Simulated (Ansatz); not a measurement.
# ScAl3: what symmetry allows forces and stress to be

```xyz
4
Lattice="-1.9126 1.9336 4.2939 2.0011 -1.9650 4.3485 1.9421 1.9945 -4.3082" Properties=species:S:1:pos:R:3 pbc="T T T"
Sc    0.0000    0.0000    0.0000
Al    0.1474    1.8886    2.1101
Al    1.8832    0.0745    2.2241
Al    0.0442   -0.0157    4.3212
```

All numbers below come from DFT PBE, scalar-relativistic, plane waves, PAW (Ansatz).

Plane waves to 420 eV, a k mesh through Γ of 10×10×14 on the computed 4-atom cell and Gaussian smearing (0.10 eV); no spin polarisation.

This distorted cell has space group P-1, with 2 operations.

Problem. Without a calculation: in which directions can each atom feel a force?

Solution. A force must be left unchanged by every operation that keeps its atom in place, so it lies in the space that those operations leave fixed. Atoms that the group maps onto each other feel forces of one size.
```csv
atom,site symmetry,operations at the site,equivalent to atom,allowed force (Cartesian)
Sc1,-1,2,1,none
Al2,1,1,2,any direction
Al3,1,1,2,any direction
Al4,-1,2,4,none
```

That leaves 3 independent force components of 12. A relaxation in this cell that keeps the symmetry moves the atoms in these directions alone.

Problem. And the stress tensor?

Solution. It must be invariant under the point group, which leaves 6 independent components.

Problem. Do the computed values obey this?

Solution. Yes. Forces (eV/Å):
```
Sc1  0.000  0.000  0.000
Al2 -1.064  0.819  0.300
Al3  1.064 -0.819 -0.300
Al4  0.000  0.000  0.000
```

Stress (GPa, compression positive, xx yy zz yz xz xy): 7.28 8.42 6.10 0.83 -1.06 -3.27. The program imposes the same operations on density, forces and stress, so this confirms the analysis and is no independent test of the calculation.